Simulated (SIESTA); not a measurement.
Crystal: TaN.

```xyz
2
Lattice="2.9380 0.0000 0.0000 -1.4690 2.5444 0.0000 0.0000 0.0000 2.8830" Properties=species:S:1:pos:R:3 pbc="T T T"
Ta    0.0000    0.0000    1.4415
N     1.4690    0.8481    0.0000
```

| Item | Value |
| --- | --- |
| Program | SIESTA 5.4.2 |
| Task | single point |
| Functional | PBE |
| Potentials or basis | PseudoDojo 0.4 standard (PBE files) |
| Basis | DZP (energy shift 0.002 Ry) |
| Grid cutoff | 800 Ry |
| Energy shift | 0.002 Ry |
| k mesh | 10 × 10 × 9 |
| Occupations | fermi-dirac, width 0.05 eV |
| Spin | no spin polarisation |

On this cell: pressure 10.2 GPa; largest force under 0.003 eV/Å; band gap on the k mesh none (metal or under the smearing width).

The same run follows on a disturbed copy (atoms moved at random, drawn with an rms of 0.05 Å):

```
Ta N
1.0
     2.93800    0.00000    0.00000
    -1.46900    2.54438    0.00000
     0.00000    0.00000    2.88300
Ta N
1 1
Cartesian
  0.0214 0.0212 1.3933
  1.4195 0.8621 0.0169
```

Problem. What changes?

Solution. The energy (extrapolated to zero smearing) moves by +34.5 meV/atom; pressure 11.8 GPa; largest force 1.446 eV/Å; band gap on the k mesh none (metal or under the smearing width).

Forces in eV/Å, atoms in the order of the input:
```
Ta  -1.027 -0.143  1.007
N    1.026  0.143 -1.004
```

Stress tensor (GPa, compression positive):
```
10.82  1.64 -1.73
 1.64 10.07 -0.30
-1.73 -0.30 14.62
```

Caveats: semicore shells carry a single zeta, which can move pressures by several GPa and volumes by a few percent; the basis of atomic orbitals isn't converged, which shifts pressures, moduli and gaps.
